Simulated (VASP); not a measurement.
# AlN (P6_3mc) in VASP: further runs, part 2 of 2

VASP 6.6.1. Earlier steps stand in the parts before.

## Step 3: Relaxation of shape and atoms at fixed volume, PBE (a relaxed cell with its volume scaled by 0.98)

Input file INCAR:

```
  ALGO = Fast
  EDIFF = 1E-7
  EDIFFG = -0.01
  ENCUT = 600
  GGA = PE
  IBRION = 2
  ISIF = 4
  ISMEAR = 0
  LASPH = T
  LCHARG = F
  LREAL = F
  LWAVE = F
  NELM = 80
  NSW = 40
  PREC = Accurate
  SIGMA = 0.03
```

Input file KPOINTS:

```
k-points
0
Gamma
  12 12 6
```

Input file POSCAR:

```
AlN                                     
1.0
    3.1068731364      0.0000000000      0.0000000000
   -1.5534365681      2.6906310624     -0.0000000000
    0.0000000000     -0.0000000000      4.9822606686
  Al              N             
     2     2
Direct
     0.3333333332999970    0.6666666667000030    0.9992990147967694
     0.6666666667000030    0.3333333332999970    0.4992990147967694
     0.3333333332999970    0.6666666667000030    0.3807009852032331
     0.6666666667000030    0.3333333332999970    0.8807009852032331
```

Potentials or basis: VASP PAW PBE potentials, release 64 (Al, N).

Command:

```
> cat potpaw_PBE.64/Al/POTCAR potpaw_PBE.64/N/POTCAR > POTCAR
> mpirun -np 1 vasp_std > vasp.out
```

Run time: 1.9 min. Hardware: 1 thread of Intel Xeon Platinum 8375C at 2.90GHz (Ice Lake), shared host; peak memory 0.2 GiB.

It converged, with:

- Free energy: -29.7719 eV
- Energy gained by relaxing: 0.0 meV/atom
- Ionic steps: 2
- Pressure after relaxing: 4.1 GPa
- Largest force after relaxing: 0.008 eV/Å
- Band gap on the k mesh: 4.23 eV, direct

Forces on the atoms (eV/Å):
```
Al   0.000  0.000 -0.008
Al   0.000  0.000 -0.008
N    0.000  0.000  0.008
N    0.000  0.000  0.008
```

Stress tensor (GPa, compression positive):
```
4.11 0.00 0.00
0.00 4.11 0.00
0.00 0.00 4.02
```

Final structure:
```cif
data_structure
_symmetry_space_group_name_H-M 'P 1'
_symmetry_Int_Tables_number 1
_cell_length_a 3.1078
_cell_length_b 3.1078
_cell_length_c 4.9793
_cell_angle_alpha 90.000
_cell_angle_beta 90.000
_cell_angle_gamma 120.000
_cell_volume 41.65
loop_
_atom_site_label
_atom_site_type_symbol
_atom_site_fract_x
_atom_site_fract_y
_atom_site_fract_z
_atom_site_occupancy
Al1 Al 0.33333 0.66667 0.99918 1
Al2 Al 0.66667 0.33333 0.49918 1
N1 N 0.33333 0.66667 0.38082 1
N2 N 0.66667 0.33333 0.88082 1
```

Levels at points of the mesh, in eV from the valence-band top:
| k point | band 4 | band 5 | band 6 | band 7 | band 8 | band 9 | band 10 | band 11 | band 12 |
| --- | --- | --- | --- | --- | --- | --- | --- | --- | --- |
| (0.00, 0.00, 0.00) | -0.86 | -0.86 | -0.21 | -0.21 | 0.00 | 4.23 | 6.69 | 10.64 | 11.18 |
| (0.50, 0.00, 0.00) | -4.17 | -3.35 | -2.09 | -1.78 | -0.69 | 5.81 | 5.83 | 8.21 | 10.30 |
| (0.00, 0.00, 0.50) | -3.34 | -0.55 | -0.55 | -0.55 | -0.55 | 6.50 | 6.50 | 10.35 | 10.35 |
| (0.50, 0.00, 0.50) | -5.61 | -1.47 | -1.47 | -1.37 | -1.37 | 5.32 | 5.32 | 9.28 | 9.28 |

A k mesh can miss the band edges.

## Step 4: Relaxation of shape and atoms at fixed volume, PBE

INCAR is that of step 3.

KPOINTS is that of step 3.

POSCAR: that of step 3 with these lines changed.

```diff
@@ -2,5 +2,5 @@
 1.0
-    3.1068731364      0.0000000000      0.0000000000
-   -1.5534365681      2.6906310624     -0.0000000000
-    0.0000000000     -0.0000000000      4.9822606686
+    3.1278661593      0.0000000000      0.0000000000
+   -1.5639330796      2.7088115535     -0.0000000000
+    0.0000000000     -0.0000000000      5.0159256133
   Al              N
```

Command:

```
> cat potpaw_PBE.64/Al/POTCAR potpaw_PBE.64/N/POTCAR > POTCAR
> mpirun -np 1 vasp_std > vasp.out
```

It took 92 s on 1 thread of Intel Xeon Platinum 8375C at 2.90GHz (Ice Lake), shared host; peak memory 0.19 GiB.

Results (log left out):

| Quantity | Value |
| --- | --- |
| Free energy | -29.7835 eV |
| Pressure after relaxing | 0.0 GPa |
| Largest force after relaxing | 0.005 eV/Å |
| Band gap on the k mesh | 4.06 eV, direct |

Forces on the atoms (eV/Å):
```
Al   0.000  0.000 -0.005
Al   0.000  0.000 -0.005
N    0.000  0.000  0.005
N    0.000  0.000  0.005
```

Final structure:
```cif
data_structure
_symmetry_space_group_name_H-M 'P 1'
_symmetry_Int_Tables_number 1
_cell_length_a 3.1279
_cell_length_b 3.1279
_cell_length_c 5.0159
_cell_angle_alpha 90.000
_cell_angle_beta 90.000
_cell_angle_gamma 120.000
_cell_volume 42.50
loop_
_atom_site_label
_atom_site_type_symbol
_atom_site_fract_x
_atom_site_fract_y
_atom_site_fract_z
_atom_site_occupancy
Al1 Al 0.33333 0.66667 0.99930 1
Al2 Al 0.66667 0.33333 0.49930 1
N1 N 0.33333 0.66667 0.38070 1
N2 N 0.66667 0.33333 0.88070 1
```

Levels at points of the mesh, in eV from the valence-band top:
| k point | band 6 | band 7 | band 8 | band 9 | band 10 | band 11 |
| --- | --- | --- | --- | --- | --- | --- |
| (0.00, 0.00, 0.00) | -0.20 | -0.20 | 0.00 | 4.06 | 6.53 | 10.47 |
| (0.50, 0.00, 0.00) | -2.05 | -1.74 | -0.68 | 5.77 | 5.77 | 8.04 |
| (0.00, 0.00, 0.50) | -0.53 | -0.53 | -0.53 | 6.33 | 6.33 | 10.18 |
| (0.50, 0.00, 0.50) | -1.44 | -1.35 | -1.35 | 5.25 | 5.25 | 9.17 |

Caveat: the relaxation stopped at its first step, so nothing moved.

## Step 5: Relaxation of shape and atoms at fixed volume, PBE (a relaxed cell with its volume scaled by 1.02)

INCAR is that of step 4.

KPOINTS is that of step 4.

POSCAR: that of step 4 with these lines changed.

```diff
@@ -2,5 +2,5 @@
 1.0
-    3.1278661593      0.0000000000      0.0000000000
-   -1.5639330796      2.7088115535     -0.0000000000
-    0.0000000000     -0.0000000000      5.0159256133
+    3.1485811084      0.0000000000      0.0000000000
+   -1.5742905541      2.7267512257     -0.0000000000
+    0.0000000000     -0.0000000000      5.0491446318
   Al              N
```

Command:

```
> cat potpaw_PBE.64/Al/POTCAR potpaw_PBE.64/N/POTCAR > POTCAR
> mpirun -np 1 vasp_std > vasp.out
```

Run time: 2.4 min. Hardware: 1 thread of Intel Xeon Platinum 8375C at 2.90GHz (Ice Lake), shared host; peak memory 0.19 GiB.

Results (log left out):

```yaml
Free_energy: -29.7746 eV
Energy_gained_by_relaxing: 0.0 meV/atom
Ionic_steps: 2
Pressure_after_relaxing: -3.7 GPa
Largest_force_after_relaxing: 0.007 eV/Å
Band_gap_on_the_k_mesh: 3.89 eV, direct
```

Forces on the atoms (eV/Å):
```
Al   0.000  0.000  0.007
Al   0.000  0.000  0.007
N    0.000  0.000 -0.007
N    0.000  0.000 -0.007
```

Final structure:
```
Al N
1.0
     3.14778    0.00000    0.00000
    -1.57389    2.72606    0.00000
     0.00000    0.00000    5.05170
Al N
2 2
Cartesian
  0.0000 1.8174 5.0483
  1.5739 0.9087 2.5224
  0.0000 1.8174 1.9231
  1.5739 0.9087 4.4489
```

Levels at points of the mesh, in eV from the valence-band top:
| k point | band 5 | band 6 | band 7 | band 8 | band 9 | band 10 | band 11 | band 12 |
| --- | --- | --- | --- | --- | --- | --- | --- | --- |
| (0.00, 0.00, 0.00) | -0.83 | -0.19 | -0.19 | 0.00 | 3.89 | 6.37 | 10.31 | 10.91 |
| (0.50, 0.00, 0.00) | -3.25 | -2.02 | -1.71 | -0.67 | 5.71 | 5.72 | 7.87 | 10.02 |
| (0.00, 0.00, 0.50) | -0.52 | -0.52 | -0.52 | -0.52 | 6.16 | 6.16 | 10.02 | 10.02 |
| (0.50, 0.00, 0.50) | -1.42 | -1.42 | -1.33 | -1.33 | 5.19 | 5.19 | 9.04 | 9.04 |

A k mesh can miss the band edges.

## Step 6: Summary

| cell | gap on the mesh (eV) | pressure (GPa) | largest force (eV/Å) |
| --- | --- | --- | --- |
| atoms relaxed at fixed volume from: a relaxed cell with its volume scaled by 0.96 | 4.40 | 8.6 | - |
| atoms relaxed at fixed volume from: a relaxed cell with its volume scaled by 0.98 | 4.23 | 4.1 | 0.01 |
| atoms relaxed at fixed volume | 4.06 | 0.0 | - |
| atoms relaxed at fixed volume from: a relaxed cell with its volume scaled by 1.02 | 3.89 | -3.7 | 0.01 |

Alike in all rows: task relaxation of shape and atoms at fixed volume; level PBE; potentials or basis VASP PAW PBE potentials, release 64 (Al, N); no spin polarisation; k mesh 12 × 12 × 6; cutoff (eV) 600; smearing gaussian 0.03 eV.

Caveats: the relaxation stopped at its first step, so nothing moved (some runs).

Total energies depend on the potentials used, so only differences within one code and one set of settings carry meaning.

## Step 7: Against experiment

Step 4. A measured gap of AlN is 6.034 eV (an exciton energy, a little under the gap; 10 K; quoted in “Self-assembly of well-separated AlN nanowires directly on sputtered metallic TiN films”, 2019, arxiv:1910.07391); the calculated 4.06 eV misses it by -1.97 eV. 2 values of this kind are on record (6.034 to 6.0343 eV); this one was drawn at random. The value is that of PBE on a finite k mesh, which can miss the band edges, without temperature or zero-point motion. Semilocal functionals fall short of measured gaps as a rule.
